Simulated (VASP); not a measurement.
MgO (Periclase), 2 atoms in the cell. It takes space group Fm-3m (No. 225, cubic). The conventional cell has a = 4.217 Å, b = 4.217 Å, c = 4.217 Å, α = 90.00°, β = 90.00°, γ = 90.00°. Mg (site symmetry m-3m) is surrounded by 6 O at 2.11 Å. O (site symmetry m-3m) is surrounded by 6 Mg at 2.11 Å. 

```yaml
Program: VASP 6.6.1
Task: relaxation of cell and atoms
Functional: PBE
Dispersion: D3(BJ)
Potentials_or_basis: VASP PAW PBE potentials, release 64 (Mg, O)
Cutoff: 600 eV
k_mesh: 12 × 12 × 12
Occupations: gaussian, width 0.03 eV
Spin: no spin polarisation
Further_INCAR_settings: ALGO = Normal; EDIFF = 1e-06; IBRION = 2; EDIFFG = -0.01; NSW = 90; ISIF = 3
```

Potentials or basis: VASP PAW PBE potentials, release 64 (Mg, O).

The run is started by

```sh
$ cat potpaw_PBE.64/Mg/POTCAR potpaw_PBE.64/O/POTCAR > POTCAR
$ mpirun -np 1 vasp_std > vasp.out
```

Hardware: 1 thread of Intel(R) Xeon(R) 6975P-C (Granite Rapids) (shared host).

Q: How long does it take, and how much memory?

A: Wall time 10 s on 1 thread of Intel(R) Xeon(R) 6975P-C (Granite Rapids), on a shared host, peak memory 0.15 GiB. Counts: scf iterations 21, k points 72, ion steps 3.
